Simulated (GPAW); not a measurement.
# Rh (Fm-3m) in GPAW: settings compared

Aim: see how the results for Rh move with the level of theory and the settings. Levels: WC, PBEsol+D3. Tasks: equation of state.

Everything below comes from runs of GPAW 26.7.0. Logs are shortened: lines on timing, memory, paths and dates and some standing lists are left out, and cuts for length are marked. The log counts tension as positive stress, the text compression.

**What was measured.**

From “Thermal equation of state of rhodium characterized by XRD in a resistively heated diamond anvil cell”, 2024, pmc:11535440, for a bulk crystal of Rh: bulk modulus 264 ± 1 GPa.

How close the calculation comes is told below.

### 1 Starting point

It takes space group Fm-3m (No. 225, cubic). Conventional cell: a = 3.796 Å, b = 3.796 Å, c = 3.796 Å, α = 90.00°, β = 90.00°, γ = 90.00°. Rh (site symmetry m-3m) is surrounded by 12 Rh at 2.68 Å.

### 2 Equation of state, WC

Input file run.py:

```python
from ase.eos import EquationOfState
from ase.io import Trajectory, read
from ase.units import GPa
from gpaw import GPAW, PW, setup_paths

setup_paths.insert(0, '.')

atoms = read('POSCAR')

traj = Trajectory('eos.traj', 'w')
volumes, energies = [], []
for x in [0.94, 0.96, 0.98, 1.0, 1.02, 1.04, 1.06]:
    a = atoms.copy()
    a.set_cell(atoms.cell * x**(1 / 3), scale_atoms=True)
    calc = GPAW(mode=PW(600),
                xc='WC',
                kpts={'size': (12, 12, 12), 'gamma': True},
                occupations={'name': 'fermi-dirac', 'width': 0.05},
                nbands=16,
                convergence={'density': 1e-05, 'energy': 1e-05},
                maxiter=150,
                txt=f'eos-{x:.2f}.txt')
    a.calc = calc
    energies.append(a.get_potential_energy(force_consistent=True))
    volumes.append(a.get_volume())
    p = -a.get_stress()[:3].mean() / GPa
    calc.write(f'eos-{x:.2f}.gpw')
    traj.write(a)
    print(f'{x:.2f} {volumes[-1]:10.4f} A^3 {energies[-1]:14.6f} eV {p:9.3f} GPa', flush=True)

v0, e0, B = EquationOfState(volumes, energies, eos='birchmurnaghan').fit()
print(f'V0 = {v0:.4f} A^3, E0 = {e0:.6f} eV, B0 = {B / GPa:.2f} GPa')
```

Input file POSCAR:

```
Rh
1.0
    0.0000000000      1.8978500000      1.8978500000
    1.8978500000      0.0000000000      1.8978500000
    1.8978500000      1.8978500000      0.0000000000
Rh
1
Direct
    0.0000000000      0.0000000000      0.0000000000
```

Potentials or basis: PAW data sets generated in the run's folder for this functional, pw.

The run is started by

```console
$ gpaw-setup -f WC Rh
$ OMP_NUM_THREADS=1 python run.py
```

The log of the run:

```text
__  _  _
 | _ |_)|_||  |
 |__||  | ||/\| - 26.7.0

Input parameters:
  mode=PW(ecut=600.0),
  convergence={'density': 1e-05, 'energy': 1e-05},
  kpts=MonkhorstPack(size=(12, 12, 12), gamma=True),
  maxiter=150,
  nbands=16,
  occupations=Occupations(name='fermi-dirac', width=0.05),
  xc=XC(name='WC')

Diagonalizing LCAO Hamiltonian
Converting LCAO to pw mode

       Rh

Atoms  # Å, Bohr magnetons
|   | symbol |        x |        y |        z |    initial magnetic moments |
|---|--------|----------|----------|----------|-----------------------------|
| 0 |     Rh | 0.000000 | 0.000000 | 0.000000 | ( 0.0000,  0.0000,  0.0000) |

Unit cell  # Å
| periodic |        x |        y |        z |  lengths |    angles |
|----------|----------|----------|----------|----------|-----------|
|      yes | 0.000000 | 1.859107 | 1.859107 | 2.629175 | 60.000000 |
|      yes | 1.859107 | 0.000000 | 1.859107 | 2.629175 | 60.000000 |
|      yes | 1.859107 | 1.859107 | 0.000000 | 2.629175 | 60.000000 |

Number of symmetries: 48
Symmetry operations  # r_c * U_cc + t_c -> r_c
|    | kind |            matrix            |
|----|------|------------------------------|
|  0 |  σ   |  1, 0, 0,  1, 0,-1,  1,-1, 0 |
|  1 |  C2  |  1, 0, 0,  1,-1, 0,  1, 0,-1 |
|  2 |  E   |  1, 0, 0,  0, 1, 0,  0, 0, 1 |
|  3 |  σ   |  1, 0, 0,  0, 0, 1,  0, 1, 0 |
|  4 |  C4  |  1, 0,-1,  1, 0, 0,  1,-1, 0 |
|  5 |  S6  |  1, 0,-1,  1,-1, 0,  1, 0, 0 |
|  6 |  σ   |  1, 0,-1,  0, 1,-1,  0, 0,-1 |
|  7 |  C3  |  1, 0,-1,  0, 0,-1,  0, 1,-1 |
|  8 |  S6  |  1,-1, 0,  1, 0, 0,  1, 0,-1 |
|  9 |  C4  |  1,-1, 0,  1, 0,-1,  1, 0, 0 |
| 10 |  C3  |  1,-1, 0,  0,-1, 1,  0,-1, 0 |
| 11 |  σ   |  1,-1, 0,  0,-1, 0,  0,-1, 1 |
| 12 |  σ   |  0, 1, 0,  1, 0, 0,  0, 0, 1 |
| 13 |  C4  |  0, 1, 0,  0, 1,-1, -1, 1, 0 |
| 14 |  C3  |  0, 1, 0,  0, 0, 1,  1, 0, 0 |
| 15 |  S6  |  0, 1, 0, -1, 1, 0,  0, 1,-1 |
| 16 |  C2  |  0, 1,-1,  1, 0,-1,  0, 0,-1 |
| 17 |  σ   |  0, 1,-1,  0, 1, 0, -1, 1, 0 |
| 18 |  S4  |  0, 1,-1,  0, 0,-1,  1, 0,-1 |
| 19 |  C4  |  0, 1,-1, -1, 1, 0,  0, 1, 0 |
| 20 |  C3  |  0, 0, 1,  1, 0, 0,  0, 1, 0 |
| 21 |  σ   |  0, 0, 1,  0, 1, 0,  1, 0, 0 |
| 22 |  S6  |  0, 0, 1,  0,-1, 1, -1, 0, 1 |
| 23 |  C4  |  0, 0, 1, -1, 0, 1,  0,-1, 1 |
| 24 |  S4  |  0, 0,-1,  1, 0,-1,  0, 1,-1 |
| 25 |  C3  |  0, 0,-1,  0, 1,-1,  1, 0,-1 |
| 26 |  C2  |  0, 0,-1,  0,-1, 0, -1, 0, 0 |
| 27 |  S6  |  0, 0,-1, -1, 0, 0,  0,-1, 0 |
| 28 |  S4  |  0,-1, 1,  1,-1, 0,  0,-1, 0 |
| 29 |  C4  |  0,-1, 1,  0, 0, 1, -1, 0, 1 |
| 30 |  C2  |  0,-1, 1,  0,-1, 0,  1,-1, 0 |
| 31 |  σ   |  0,-1, 1, -1, 0, 1,  0, 0, 1 |
| 32 |  C3  |  0,-1, 0,  1,-1, 0,  0,-1, 1 |
| 33 |  S6  |  0,-1, 0,  0, 0,-1, -1, 0, 0 |
| 34 |  S4  |  0,-1, 0,  0,-1, 1,  1,-1, 0 |
| 35 |  C2  |  0,-1, 0, -1, 0, 0,  0, 0,-1 |
| 36 |  C2  | -1, 1, 0,  0, 1, 0,  0, 1,-1 |
| 37 |  S6  | -1, 1, 0,  0, 1,-1,  0, 1, 0 |
| 38 |  S4  | -1, 1, 0, -1, 0, 1, -1, 0, 0 |
| 39 |  C3  | -1, 1, 0, -1, 0, 0, -1, 0, 1 |
| 40 |  S6  | -1, 0, 1,  0, 0, 1,  0,-1, 1 |
| 41 |  C2  | -1, 0, 1,  0,-1, 1,  0, 0, 1 |
| 42 |  C3  | -1, 0, 1, -1, 1, 0, -1, 0, 0 |
| 43 |  S4  | -1, 0, 1, -1, 0, 0, -1, 1, 0 |
| 44 |  C2  | -1, 0, 0,  0, 0,-1,  0,-1, 0 |
| 45 |  i   | -1, 0, 0,  0,-1, 0,  0, 0,-1 |
| 46 |  σ   | -1, 0, 0, -1, 1, 0, -1, 0, 1 |
| 47 |  C2  | -1, 0, 0, -1, 0, 1, -1, 1, 0 |

BZ-sampling:
  Number of BZ points: 1728
  Number of IBZ points: 72

  Monkhorst-Pack size: [12, 12, 12]
  Monkhorst-Pack shift: [0.041666666666666664, 0.041666666666666664, 0.041666666666666664]

K-points  # in reciprocal-cell coordinates
|     |                                coordinates |     weight |
|-----|--------------------------------------------|------------|
|   0 | ( -0.00000000,  -0.00000000,  -0.00000000) | 0.00057870 |
|   1 | (  0.08333333,   0.08333333,  -0.00000000) | 0.00347222 |
|   2 | (  0.08333333,   0.08333333,   0.08333333) | 0.00462963 |
|   3 | (  0.16666667,   0.08333333,   0.08333333) | 0.00694444 |
|   4 | (  0.16666667,   0.16666667,  -0.00000000) | 0.00347222 |
|   5 | (  0.16666667,   0.16666667,   0.08333333) | 0.01388889 |
|   6 | (  0.16666667,   0.16666667,   0.16666667) | 0.00462963 |
|   7 | (  0.25000000,   0.16666667,   0.08333333) | 0.01388889 |
|   8 | (  0.25000000,   0.16666667,   0.16666667) | 0.01388889 |
|   9 | (  0.25000000,   0.25000000,  -0.00000000) | 0.00347222 |
| ... |                                            |            |
|  71 | (  0.50000000,   0.50000000,   0.50000000) | 0.00231481 |

Plane wave coefficients: 444
Cutoff: 600.0 eV

Spin-components: 1 (collinear spins)
Bands:           16
Projectors:      6
Spin-degeneracy: 2
Datatype:        complex128

Parallelization:
  kpt:    1
  domain: 1
  band:   1

Density:
  Valence electrons: 15.0
  Components: 1
  Grid points: [15 15 15]
  Charge: 0.0  # |e|

Potential:
  Grid points: [15 15 15]

species:
  Rh:
    name:    Rhodium
    Z:       45.0
    valence: 15
    core:    30
    charge:  0.0  # [|e|]
    compensation charges:
      type: gauss
      rc: 0.38  # [Å]
      lmax: 2
    cutoffs:
      filter: 2.48  # [Å]
      core: 2.35  # [Å]
    projectors
    | kind |    occ | energy [eV] | rcut [Å] |
    |------|--------|-------------|----------|
    |   5s |  1.000 |      -4.312 |    1.270 |
    |   4p |  6.000 |     -50.409 |    1.381 |
    |   5p |  0.000 |      -0.771 |    1.381 |
    |   4d |  8.000 |      -5.949 |    1.244 |
    |    s |        |      22.899 |    1.270 |
    |    d |        |      21.263 |    1.244 |

    Using partial waves for Rh as LCAO basis

Reference energy: -130116.393959  # eV

eigensolver:
  PPCG
  Converge bands: occupied
  niter=2

density mixing:
  MSR1-Mixer
  Pratt-step length: 0.05
  Maximum mixing coefficient: 0.75
  Old densities: 10
  SVD Regularization: 0.005
  Good broyden scale: 1.0
  Trust region scale: 1.0
  Backstep threshold: 4.0
  History deletion threshold: 6.0
  Fourier metric: weight=20.0, sigma=0.015

occupation numbers:
  Fermi-Dirac:
    width: 0.0500  # eV

poisson solver:
  ecut: 4800.0  # eV

xc functional:
  name: WC with 2 nearest neighbor stencil

convergence criteria:
- Maximum integral of absolute [dens]ity change: 1e-05 electrons / valence electron
- Maximum [total energy] change in last 3 cyles: 1e-05 eV / valence electron
- Maximum integral of absolute [eigenst]ate change: 4e-08 eV^2 / valence electron
maximum number of iterations: 150

SCF iterations
|iter     | |      energy | eigst |  dens |
|---------|-|-------------|-------|-------|
|iter:   1| |   -8.676331 | +0.03 |       |
|iter:   2| |   -8.547172 | -2.73 | -1.10 |
|iter:   3| |   -8.051240 | -2.06 | -1.15 |
|iter:   4| |   -8.044836 | -4.05 | -2.34 |
|iter:   5| |   -8.042103 | -4.13 | -2.53 |
|iter:   6| |   -8.042081 | -6.25 | -3.49 |
|iter:   7| |   -8.042080c| -6.37 | -3.74 |
|iter:   8| |   -8.042080c| -8.18c| -5.24c|

Converged in 8 steps
Energy contributions relative to reference atoms: (reference = -130116.393959)

Energy contributions:
  Kinetic:           2.146632
  Coulomb:          -3.574736
  Zero:             -0.100755
  External:          0.000000
  Xc:               -6.509568
  Entropy:          -0.007306
  Spinorbit:         0.000000
  ----------------------------
  Free energy:      -8.045733
  Extrapolated:     -8.042080

dipole moment: (-11.300839, -11.300839, -11.300839)  # |e|*Ang

Fermi level: 13.009
Eigenvalues  # (at kpt = [-0.000, -0.000, -0.000])
| band index |      eig [eV] | occ [0-2] |
|------------|---------------|-----------|
|          0 |       -33.500 |     2.000 |
|          1 |       -33.500 |     2.000 |
|          2 |       -33.500 |     2.000 |
|          3 |         4.473 |     2.000 |
|          4 |         9.554 |     2.000 |
|          5 |         9.554 |     2.000 |
[... 8 lines left out ...]
|         14 |        44.853 |     0.000 |
|         15 |        46.518 |     0.000 |

No gap
No difference between direct/indirect transitions

Stress tensor  # eV/Ang^3
|         x |         y |         z |
|-----------|-----------|-----------|
| -0.133884 | -0.000000 | -0.000000 |
| -0.000000 | -0.133884 |  0.000000 |
| -0.000000 |  0.000000 | -0.133884 |

# Writing to eos-0.94.gpw (mode='')
```

Wall time 1.9 min (1 thread of Arm Neoverse N1, shared host); peak memory 0.19 GiB.

What came out:

| Item | Value |
| --- | --- |
| Equilibrium volume | 13.70 Å³/atom |
| Bulk modulus | 286 GPa |
| Pressure derivative of the bulk modulus | 5.2 |

Energy against volume, from the lowest point:
| volume (Å³/atom) | energy (meV/atom) |
| --- | --- |
| 12.851 | 53.12 |
| 13.125 | 23.28 |
| 13.398 | 6.07 |
| 13.671 | 0.00 |
| 13.945 | 3.80 |
| 14.218 | 16.31 |
| 14.492 | 36.52 |

### 3 Equation of state, PBEsol+D3

Edit run.py of step 2 so:

```diff
@@ -1 +1,2 @@
+from ase.calculators.mixing import SumCalculator
 from ase.eos import EquationOfState
@@ -3,2 +4,3 @@
 from ase.units import GPa
+from dftd3.ase import DFTD3
 from gpaw import GPAW, PW, setup_paths
@@ -7,3 +9,3 @@
 
-atoms = read('POSCAR')
+atoms = read('Rh.xyz')
 
@@ -15,3 +17,3 @@
     calc = GPAW(mode=PW(600),
-                xc='WC',
+                xc='PBEsol',
                 kpts={'size': (12, 12, 12), 'gamma': True},
@@ -22,4 +24,4 @@
                 txt=f'eos-{x:.2f}.txt')
-    a.calc = calc
-    energies.append(a.get_potential_energy(force_consistent=True))
+    a.calc = SumCalculator([calc, DFTD3(method='pbesol', damping='d3zero')])
+    energies.append(a.get_potential_energy())
     volumes.append(a.get_volume())
```

Input file Rh.xyz:

```xyz
1
Lattice="0.0000000000 1.8978500000 1.8978500000 1.8978500000 0.0000000000 1.8978500000 1.8978500000 1.8978500000 0.0000000000" Properties=species:S:1:pos:R:3 pbc="T T T"
Rh     0.0000000000      0.0000000000      0.0000000000
```

Potentials or basis: PAW data sets generated in the run's folder for this functional, pw.

The run is started by

```console
$ gpaw-setup -f PBEsol Rh
$ OMP_NUM_THREADS=1 python run.py
```

The log of the run:

```text
__  _  _
 | _ |_)|_||  |
 |__||  | ||/\| - 26.7.0

Input parameters:
  mode=PW(ecut=600.0),
  convergence={'density': 1e-05, 'energy': 1e-05},
  kpts=MonkhorstPack(size=(12, 12, 12), gamma=True),
  maxiter=150,
  nbands=16,
  occupations=Occupations(name='fermi-dirac', width=0.05),
  xc=XC(name='PBEsol')

Diagonalizing LCAO Hamiltonian
Converting LCAO to pw mode

       Rh

Atoms  # Å, Bohr magnetons
|   | symbol |        x |        y |        z |    initial magnetic moments |
|---|--------|----------|----------|----------|-----------------------------|
| 0 |     Rh | 0.000000 | 0.000000 | 0.000000 | ( 0.0000,  0.0000,  0.0000) |

Unit cell  # Å
| periodic |        x |        y |        z |  lengths |    angles |
|----------|----------|----------|----------|----------|-----------|
|      yes | 0.000000 | 1.859107 | 1.859107 | 2.629175 | 60.000000 |
|      yes | 1.859107 | 0.000000 | 1.859107 | 2.629175 | 60.000000 |
|      yes | 1.859107 | 1.859107 | 0.000000 | 2.629175 | 60.000000 |

Number of symmetries: 48
Symmetry operations  # r_c * U_cc + t_c -> r_c
|    | kind |            matrix            |
|----|------|------------------------------|
|  0 |  σ   |  1, 0, 0,  1, 0,-1,  1,-1, 0 |
|  1 |  C2  |  1, 0, 0,  1,-1, 0,  1, 0,-1 |
|  2 |  E   |  1, 0, 0,  0, 1, 0,  0, 0, 1 |
|  3 |  σ   |  1, 0, 0,  0, 0, 1,  0, 1, 0 |
|  4 |  C4  |  1, 0,-1,  1, 0, 0,  1,-1, 0 |
|  5 |  S6  |  1, 0,-1,  1,-1, 0,  1, 0, 0 |
|  6 |  σ   |  1, 0,-1,  0, 1,-1,  0, 0,-1 |
|  7 |  C3  |  1, 0,-1,  0, 0,-1,  0, 1,-1 |
|  8 |  S6  |  1,-1, 0,  1, 0, 0,  1, 0,-1 |
|  9 |  C4  |  1,-1, 0,  1, 0,-1,  1, 0, 0 |
| 10 |  C3  |  1,-1, 0,  0,-1, 1,  0,-1, 0 |
| 11 |  σ   |  1,-1, 0,  0,-1, 0,  0,-1, 1 |
| 12 |  σ   |  0, 1, 0,  1, 0, 0,  0, 0, 1 |
| 13 |  C4  |  0, 1, 0,  0, 1,-1, -1, 1, 0 |
| 14 |  C3  |  0, 1, 0,  0, 0, 1,  1, 0, 0 |
| 15 |  S6  |  0, 1, 0, -1, 1, 0,  0, 1,-1 |
| 16 |  C2  |  0, 1,-1,  1, 0,-1,  0, 0,-1 |
| 17 |  σ   |  0, 1,-1,  0, 1, 0, -1, 1, 0 |
| 18 |  S4  |  0, 1,-1,  0, 0,-1,  1, 0,-1 |
| 19 |  C4  |  0, 1,-1, -1, 1, 0,  0, 1, 0 |
| 20 |  C3  |  0, 0, 1,  1, 0, 0,  0, 1, 0 |
| 21 |  σ   |  0, 0, 1,  0, 1, 0,  1, 0, 0 |
| 22 |  S6  |  0, 0, 1,  0,-1, 1, -1, 0, 1 |
| 23 |  C4  |  0, 0, 1, -1, 0, 1,  0,-1, 1 |
| 24 |  S4  |  0, 0,-1,  1, 0,-1,  0, 1,-1 |
| 25 |  C3  |  0, 0,-1,  0, 1,-1,  1, 0,-1 |
| 26 |  C2  |  0, 0,-1,  0,-1, 0, -1, 0, 0 |
| 27 |  S6  |  0, 0,-1, -1, 0, 0,  0,-1, 0 |
| 28 |  S4  |  0,-1, 1,  1,-1, 0,  0,-1, 0 |
| 29 |  C4  |  0,-1, 1,  0, 0, 1, -1, 0, 1 |
| 30 |  C2  |  0,-1, 1,  0,-1, 0,  1,-1, 0 |
| 31 |  σ   |  0,-1, 1, -1, 0, 1,  0, 0, 1 |
| 32 |  C3  |  0,-1, 0,  1,-1, 0,  0,-1, 1 |
| 33 |  S6  |  0,-1, 0,  0, 0,-1, -1, 0, 0 |
| 34 |  S4  |  0,-1, 0,  0,-1, 1,  1,-1, 0 |
| 35 |  C2  |  0,-1, 0, -1, 0, 0,  0, 0,-1 |
| 36 |  C2  | -1, 1, 0,  0, 1, 0,  0, 1,-1 |
| 37 |  S6  | -1, 1, 0,  0, 1,-1,  0, 1, 0 |
| 38 |  S4  | -1, 1, 0, -1, 0, 1, -1, 0, 0 |
| 39 |  C3  | -1, 1, 0, -1, 0, 0, -1, 0, 1 |
| 40 |  S6  | -1, 0, 1,  0, 0, 1,  0,-1, 1 |
| 41 |  C2  | -1, 0, 1,  0,-1, 1,  0, 0, 1 |
| 42 |  C3  | -1, 0, 1, -1, 1, 0, -1, 0, 0 |
| 43 |  S4  | -1, 0, 1, -1, 0, 0, -1, 1, 0 |
| 44 |  C2  | -1, 0, 0,  0, 0,-1,  0,-1, 0 |
| 45 |  i   | -1, 0, 0,  0,-1, 0,  0, 0,-1 |
| 46 |  σ   | -1, 0, 0, -1, 1, 0, -1, 0, 1 |
| 47 |  C2  | -1, 0, 0, -1, 0, 1, -1, 1, 0 |

BZ-sampling:
  Number of BZ points: 1728
  Number of IBZ points: 72

  Monkhorst-Pack size: [12, 12, 12]
  Monkhorst-Pack shift: [0.041666666666666664, 0.041666666666666664, 0.041666666666666664]

K-points  # in reciprocal-cell coordinates
|     |                                coordinates |     weight |
|-----|--------------------------------------------|------------|
|   0 | ( -0.00000000,  -0.00000000,  -0.00000000) | 0.00057870 |
|   1 | (  0.08333333,   0.08333333,  -0.00000000) | 0.00347222 |
|   2 | (  0.08333333,   0.08333333,   0.08333333) | 0.00462963 |
|   3 | (  0.16666667,   0.08333333,   0.08333333) | 0.00694444 |
|   4 | (  0.16666667,   0.16666667,  -0.00000000) | 0.00347222 |
|   5 | (  0.16666667,   0.16666667,   0.08333333) | 0.01388889 |
|   6 | (  0.16666667,   0.16666667,   0.16666667) | 0.00462963 |
|   7 | (  0.25000000,   0.16666667,   0.08333333) | 0.01388889 |
|   8 | (  0.25000000,   0.16666667,   0.16666667) | 0.01388889 |
|   9 | (  0.25000000,   0.25000000,  -0.00000000) | 0.00347222 |
| ... |                                            |            |
|  71 | (  0.50000000,   0.50000000,   0.50000000) | 0.00231481 |

Plane wave coefficients: 444
Cutoff: 600.0 eV

Spin-components: 1 (collinear spins)
Bands:           16
Projectors:      6
Spin-degeneracy: 2
Datatype:        complex128

Parallelization:
  kpt:    1
  domain: 1
  band:   1

Density:
  Valence electrons: 15.0
  Components: 1
  Grid points: [15 15 15]
  Charge: 0.0  # |e|

Potential:
  Grid points: [15 15 15]

species:
  Rh:
    name:    Rhodium
    Z:       45.0
    valence: 15
    core:    30
    charge:  0.0  # [|e|]
    compensation charges:
      type: gauss
      rc: 0.38  # [Å]
      lmax: 2
    cutoffs:
      filter: 2.48  # [Å]
      core: 2.35  # [Å]
    projectors
    | kind |    occ | energy [eV] | rcut [Å] |
    |------|--------|-------------|----------|
    |   5s |  1.000 |      -4.322 |    1.270 |
    |   4p |  6.000 |     -50.387 |    1.381 |
    |   5p |  0.000 |      -0.797 |    1.381 |
    |   4d |  8.000 |      -5.955 |    1.244 |
    |    s |        |      22.889 |    1.270 |
    |    d |        |      21.257 |    1.244 |

    Using partial waves for Rh as LCAO basis

Reference energy: -130069.661446  # eV

eigensolver:
  PPCG
  Converge bands: occupied
  niter=2

density mixing:
  MSR1-Mixer
  Pratt-step length: 0.05
  Maximum mixing coefficient: 0.75
  Old densities: 10
  SVD Regularization: 0.005
  Good broyden scale: 1.0
  Trust region scale: 1.0
  Backstep threshold: 4.0
  History deletion threshold: 6.0
  Fourier metric: weight=20.0, sigma=0.015

occupation numbers:
  Fermi-Dirac:
    width: 0.0500  # eV

poisson solver:
  ecut: 4800.0  # eV

xc functional:
  name: PBEsol with 2 nearest neighbor stencil

convergence criteria:
- Maximum integral of absolute [dens]ity change: 1e-05 electrons / valence electron
- Maximum [total energy] change in last 3 cyles: 1e-05 eV / valence electron
- Maximum integral of absolute [eigenst]ate change: 4e-08 eV^2 / valence electron
maximum number of iterations: 150

SCF iterations
|iter     | |      energy | eigst |  dens |
|---------|-|-------------|-------|-------|
|iter:   1| |   -8.787442 | +0.05 |       |
|iter:   2| |   -8.650891 | -2.74 | -1.09 |
|iter:   3| |   -8.136675 | -2.05 | -1.14 |
|iter:   4| |   -8.131157 | -3.91 | -2.32 |
|iter:   5| |   -8.129104 | -3.96 | -2.52 |
|iter:   6| |   -8.129090 | -6.20 | -3.50 |
|iter:   7| |   -8.129090c| -6.31 | -3.75 |
|iter:   8| |   -8.129090c| -8.12c| -5.30c|

Converged in 8 steps
Energy contributions relative to reference atoms: (reference = -130069.661446)

Energy contributions:
  Kinetic:           0.958539
  Coulomb:          -2.475118
  Zero:             -0.084714
  External:          0.000000
  Xc:               -6.524157
  Entropy:          -0.007282
  Spinorbit:         0.000000
  ----------------------------
  Free energy:      -8.132732
  Extrapolated:     -8.129090

dipole moment: (-11.307541, -11.307541, -11.307541)  # |e|*Ang

Fermi level: 13.000
Eigenvalues  # (at kpt = [-0.000, -0.000, -0.000])
| band index |      eig [eV] | occ [0-2] |
|------------|---------------|-----------|
|          0 |       -33.479 |     2.000 |
|          1 |       -33.479 |     2.000 |
|          2 |       -33.479 |     2.000 |
|          3 |         4.442 |     2.000 |
|          4 |         9.542 |     2.000 |
|          5 |         9.542 |     2.000 |
[... 8 lines left out ...]
|         14 |        44.907 |     0.000 |
|         15 |        46.484 |     0.000 |

No gap
No difference between direct/indirect transitions

Stress tensor  # eV/Ang^3
|         x |         y |         z |
|-----------|-----------|-----------|
| -0.119572 | -0.000000 | -0.000000 |
| -0.000000 | -0.119572 |  0.000000 |
| -0.000000 |  0.000000 | -0.119572 |

# Writing to eos-0.94.gpw (mode='')
```

Wall time 1.9 min (1 thread of Arm Neoverse N1, shared host); peak memory 0.2 GiB.

Results:

| Quantity | Value |
| --- | --- |
| Equilibrium volume | 13.29 Å³/atom |
| Bulk modulus | 310 GPa |
| Pressure derivative of the bulk modulus | 5.2 |

Energy against volume, from the lowest point:
| volume (Å³/atom) | energy (meV/atom) |
| --- | --- |
| 12.851 | 14.41 |
| 13.125 | 1.30 |
| 13.398 | 0.00 |
| 13.671 | 9.02 |
| 13.945 | 27.17 |
| 14.218 | 53.37 |
| 14.492 | 86.61 |

### 4 Comparison with measurements

Step 2. Measured bulk modulus of Rh: 264 GPa (quoted in “Thermal equation of state of rhodium characterized by XRD in a resistively heated diamond anvil cell”, 2024, pmc:11535440). This calculation gives 286 GPa (+8.2 %). The fit is for a static lattice scaled at fixed shape and fixed fractional positions.

Step 3. Against the measured bulk modulus of Rh, 264 GPa (quoted in “Thermal equation of state of rhodium characterized by XRD in a resistively heated diamond anvil cell”, 2024, pmc:11535440), the calculated 310 GPa is off by +17.3 %. The fit is for a static lattice scaled at fixed shape and fixed fractional positions.
